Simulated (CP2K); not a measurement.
BaTe:

```xyz
2
Lattice="4.8225 0.0000 0.0000 2.4112 4.1764 0.0000 2.4112 1.3921 3.9375" Properties=species:S:1:pos:R:3 pbc="T T T"
Ba    0.0000    0.0000    0.0000
Te    4.8225    2.7843    1.9688
```

Program: CP2K 2026.2. Alike in all runs: task band structure; no spin polarisation; cell as given; k mesh 7 × 7 × 7.

Task: Order these runs on this cell by their pressure, lowest first.
A. level PBEsol; potentials or basis POTENTIAL_UZH Ba GTH-PBE-q10, Te GTH-PBE-q6; TZVP-MOLOPT-PBE-GTH basis; smearing fermi-dirac 0.1 eV; EPS_DEFAULT 1.0E-9; points a segment of the path (NPOINTS) 6; bands added on the path 2; CUTOFF of the grids 450 Ry
B. level r2SCAN; potentials or basis POTENTIAL_UZH Ba GTH-SCAN-q10, Te GTH-SCAN-q6; TZVP-MOLOPT-SCAN-GTH basis; smearing fermi-dirac 0.01 eV; EPS_DEFAULT 1.0E-10; points a segment of the path (NPOINTS) 10; bands added on the path 2; CUTOFF of the grids 675 Ry
C. level LDA; potentials or basis GTH_POTENTIALS Ba GTH-PADE-q10, Te GTH-PADE-q6; TZVP-MOLOPT-PBE-GTH basis; smearing fermi-dirac 0.01 eV; EPS_DEFAULT 1.0E-9; points a segment of the path (NPOINTS) 6; bands added on the path 6; CUTOFF of the grids 450 Ry

Result: C (1.0 GPa), A (2.8 GPa), B (4.7 GPa).

Caveats: the basis of atomic orbitals isn't converged, which shifts pressures, moduli and gaps; the potentials were made for another functional, which shifts forces and pressure (some runs).

Runs at the PBE level aren't shown here.
